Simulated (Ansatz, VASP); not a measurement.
## One calculation of GaN, two programs

INCAR

```
ALGO = Normal
EDIFF = 1E-6
ENCUT = 520
GGA = PE
ISIF = 2
ISMEAR = 0
LASPH = T
LCHARG = F
LREAL = F
LWAVE = F
NBANDS = 16
NELM = 60
PREC = Accurate
SIGMA = 0.05
```

File KPOINTS:

```
k-points
0
Gamma
  10 10 10
```

The input POSCAR:

```
GaN
1.0
    0.0000000000      2.3339372476      2.3339372476
    2.2742384873      0.0596987603      2.2742384873
    2.2742384873      2.2742384873      0.0596987603
Ga N
1 1
Direct
    0.0000000000      0.0000000000      0.0000000000
    0.7500000000      0.7500000000      0.7500000000
```

Input for Ansatz:

```yaml
crystal:
  lattice:
    - [0.0, 2.3339372476, 2.3339372476]
    - [2.2742384873, 0.0596987603, 2.2742384873]
    - [2.2742384873, 2.2742384873, 0.0596987603]
  atoms:
    - { symbol: Ga, position: [0.0, 0.0, 0.0] }
    - { symbol: "N", position: [0.75, 0.75, 0.75] }
basis:
  ecutwfc: 420
kpoints:
  mp_grid: { grid: [10, 10, 10] }
hamiltonian:
  xc: pbe
scf:
  occupations: { method: gaussian, width: 0.05 }
output:
  forces: true
  stress: true
  eigenvalues: true
```

Change from the starting cell: strain +0.0525 x Voigt [0, 0, 0, 1, 0, 0], atoms carried along.

Alike in both runs: task single point; functional PBE; k mesh 10 × 10 × 10; occupations gaussian, width 0.05 eV; no spin polarisation.

|  | VASP | Ansatz |
| --- | --- | --- |
| version | VASP 6.6.1 | Ansatz 0.2.0 |
| potentials or method | VASP PAW PBE potentials, release 64 (Ga_d, N) | scalar-relativistic, plane waves, PAW |
| plane-wave cutoff (eV) | 520 | 420 |
| valence electrons in the cell | 18 | 18 |

```csv
,VASP,Ansatz,Ansatz less VASP
gap on the k mesh at the Fermi level (eV),1.40,1.40,-0.005
least direct gap on the mesh (eV),1.40,1.40,-0.005
pressure (GPa),0.8,0.7,-0.10
largest component of the traceless stress (GPa),9.25,9.27,+0.024
rms of the force components (eV/Å),0.216,0.221,+0.0048
```

Atom by atom the forces differ by 0.005 eV/Å (rms over components).
